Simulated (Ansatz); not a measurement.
SiO2 (Imma) from a database structure was relaxed with 3 functionals in the PAW code Ansatz, cell and atoms free, the symmetry of the start kept (meshes: PBE 6×6×6, r2SCAN 6×6×6, PBEsol 6×6×6). Calculated for a static, non-magnetic cell.

The PBEsol result:
```cif
data_structure
_symmetry_space_group_name_H-M 'Imma'
_symmetry_Int_Tables_number 74
_cell_length_a 5.2635
_cell_length_b 9.5965
_cell_length_c 8.9107
_cell_angle_alpha 90.000
_cell_angle_beta 90.000
_cell_angle_gamma 90.000
_cell_volume 450.08
loop_
_atom_site_label
_atom_site_type_symbol
_atom_site_symmetry_multiplicity
_atom_site_Wyckoff_symbol
_atom_site_fract_x
_atom_site_fract_y
_atom_site_fract_z
_atom_site_occupancy
Si1 Si 8 h 0.00000 0.08495 0.84493 1
O1 O 4 e 0.50000 0.75000 0.38213 1
O2 O 8 g 0.75000 0.04272 0.75000 1
O3 O 4 a 0.00000 0.00000 0.00000 1
```

It is orthorhombic, Imma (No. 74); conventional cell a = 5.263 Å, b = 9.596 Å, c = 8.911 Å, 18.75 Å³ an atom. Around Si lie 4 O at 1.60–1.62 Å; around O lie 2 Si at 1.62 Å; around O lie 2 Si at 1.60 Å.

(1) Order the functionals by the relaxed volume, smallest first.
A. PBEsol
B. r2SCAN
C. PBE

(2) How does the cell change with r2SCAN?

(3) What lattice does PBE give?

(4) Held at the r2SCAN cell, what mean stress does PBE find, and does its sign point to its own minimum?

Results:

(1) B (18.50 Å³/atom), A (18.75 Å³/atom), C (19.01 Å³/atom).

(2) a = 5.248 Å, b = 9.507 Å, c = 8.901 Å; the volume differs by -1.3 % from PBEsol's. Si is surrounded by 4 O at 1.60–1.61 Å; O is surrounded by 2 Si at 1.61 Å (further sites aren't listed).

(3) a = 5.287 Å, b = 9.650 Å, c = 8.943 Å; the volume differs by +1.4 % from PBEsol's. Si has 4 O at 1.61–1.63 Å; O has 2 Si at 1.63 Å; O has 2 Si at 1.62 Å (further sites aren't listed).

(4) Yes. PBE +3.36 GPa, and its relaxed volume is +2.7 % from r2SCAN's. Compression counts positive, so a positive stress asks for a larger cell.
